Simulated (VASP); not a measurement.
BiTe:

```xyz
2
Lattice="2.4227 1.3988 3.3173 -2.4227 1.3988 3.3173 0.0000 -2.7975 3.3173" Properties=species:S:1:pos:R:3 pbc="T T T"
Bi    0.0000    0.0000    4.9759
Te    0.0000    0.0000    0.0000
```

The cell comes from a database or a generator and needn't be the stable form of this composition.

Base run:

| Property | Result |
| --- | --- |
| Program | VASP 6.6.1 |
| Functional | PBE |
| Potentials or basis | VASP PAW PBE potentials, release 64 (Bi_d, Te) |
| Cutoff | 520 eV |
| k mesh | 7 × 7 × 7 |
| Occupations | gaussian, width 0.02 eV |
| Spin | no spin polarisation |

Its results: band gap on the k mesh none (metal or under the smearing width); pressure 0.1 GPa.

Q: The run is repeated on the same cell with these changes: functional from PBE to PBEsol; potentials or basis from VASP PAW PBE potentials, release 64 (Bi_d, Te) to VASP PAW PBE potentials, release 64 (Bi, Te); cutoff from 520 eV to 500 eV; valence electrons from 21 to 11. What comes out?

A: Band gap on the k mesh none (metal or under the smearing width); pressure -2.3 GPa.

Caveats: spin-orbit coupling is left out, which moves the levels of the heavy elements; the PAW data sets were made with another functional, which shifts forces and pressure a little (some runs).
